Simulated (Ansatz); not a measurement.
Cd:

```
Cd
1.0
    -1.78432    1.78432    1.78432
     1.78432   -1.78432    1.78432
     1.78432    1.78432   -1.78432
Cd
1
Direct
  0.00000 0.00000 0.00000
```

This isn't the form of Cd at room conditions, which is hcp.

| Quantity | Value |
| --- | --- |
| Program | Ansatz 0.2.0 |
| Task | relaxation of cell and atoms |
| Functional | r2SCAN |
| Potentials or basis | Ansatz PAW |
| Cutoff | 500 eV (not typed: the program's choice for these potentials) |
| k mesh | 10 × 10 × 10 |
| Occupations | gaussian, width 0.05 eV |
| Spin | spin-orbit coupling, no magnetisation |

At the start: volume 22.72 Å³/atom.

Task: How do energy, volume and symmetry change on relaxing?

Result: It ends after 4 steps and the volume is 21.91 Å³/atom (-3.6 %); space group Im-3m (No. 229, to 0.05 Å).

The path:
| step | energy change (eV) | largest force (eV/Å) | volume (Å³) |
| --- | --- | --- | --- |
| 1 | 0.0000 | 0.0000 | 22.72 |
| 2 | -0.0049 | 0.0000 | 21.96 |
| 3 | -0.0049 | 0.0000 | 21.91 |
| 4 | -0.0045 | 0.0000 | 21.91 |

Final structure:
```yaml
crystal:
  lattice:
    - [-1.76275, 1.76275, 1.76275]
    - [1.76275, -1.76275, 1.76275]
    - [1.76275, 1.76275, -1.76275]
  atoms:
    - { symbol: Cd, position: [0.00000, 0.00000, 0.00000] }
```

Caveat: the plane-wave basis is chosen anew once the cell has moved, so the energies of steps on either side of that aren't comparable; the PAW data sets come from PBE, with cores solved anew for the run's functional, which leaves a small shift of forces and pressure.
